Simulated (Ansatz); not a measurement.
## Which way does TiO2 + SnSe2 ⇌ TiSe2 + SnO2 run?

Plane-wave DFT in Ansatz with scalar-relativistic PAW potentials, cutoff 500 eV, Γ-centred meshes chosen by cell and gap, Gaussian smearing with energies taken to zero width. Every cell was relaxed (cell and atoms) in a run of its own, within the symmetry of its start. Functional: r2SCAN.

Total energies hold large constants for each element; a whole number of eV per atom of each element is taken off below, which cancels in a balanced reaction.

| compound | lowest structure computed | structures tried | V (Å³/atom) | gap on mesh (eV) | E (eV per formula unit, common shift removed) |
| --- | --- | --- | --- | --- | --- |
| TiO2 | I4_1/amd | 6 | 11.40 | 2.57 | -10.3316 |
| SnSe2 | P-3m1 | 1 | 27.78 | 1.04 | -1.1734 |
| TiSe2 | P-3m1 | 1 | 23.10 | 0.00 | -4.5345 |
| SnO2 | P4_2/mnm | 6 | 12.08 | 1.77 | -5.2140 |

Work out the reaction energy at 0 K.

ΔE = E(TiSe2) + E(SnO2) − E(TiO2) − E(SnSe2) = 1.757 eV, or 169 kJ per mole of reaction (293 meV/atom). The left side is lower: Ti takes O and Sn takes Se. Pauling's electronegativities (Ti 1.54, Sn 1.96; O 3.44, Se 2.55) would pair Ti with O, the most ionic bond; the result follows that. All four are computed as solids; where they are solids at ordinary conditions entropy changes little. A lower structure that wasn't tried would shift the value, and mixed crystals may lie lower than either side.

Each cell of SnSe2, TiSe2 holds layers, and where no dispersion correction was added their binding is poorly described.